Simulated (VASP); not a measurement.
TaAs, 4 atoms in the cell. It takes space group I4_1md (No. 109, tetragonal). The conventional cell has a = 3.444 Å, b = 3.444 Å, c = 11.736 Å, α = 90.00°, β = 90.00°, γ = 90.00°. Around Ta (site symmetry 2mm) lie 6 As at 2.61 to 2.62 Å. Around As (site symmetry 2mm) lie 6 Ta at 2.61 to 2.62 Å. The cell is a database's computed one.

| Quantity | Value |
| --- | --- |
| Program | VASP 6.6.1 |
| Task | electric field gradients |
| Functional | LDA |
| Potentials or basis | VASP PAW LDA potentials, release 64 (Ta_pv, As) |
| Cutoff | 520 eV |
| k mesh | 11 × 11 × 11 |
| Occupations | gaussian, width 0.02 eV |
| Spin | no spin polarisation |
| Further INCAR settings | ALGO = Fast; EDIFF = 1e-08 |

Potentials or basis: VASP PAW LDA potentials, release 64 (Ta_pv, As).

Command:

```sh
$ cat potpaw_LDA.64/Ta_pv/POTCAR potpaw_LDA.64/As/POTCAR > POTCAR
$ mpirun -np 1 vasp_std > vasp.out
```

Hardware: 1 thread of Intel(R) Xeon(R) 6975P-C (Granite Rapids), with other jobs on the host.

Estimate the wall time of this run.

Run time: 5.7 min on 1 thread of Intel(R) Xeon(R) 6975P-C (Granite Rapids), with other jobs on the host, peak memory 0.38 GiB. Counts: scf iterations 25, k points 126.
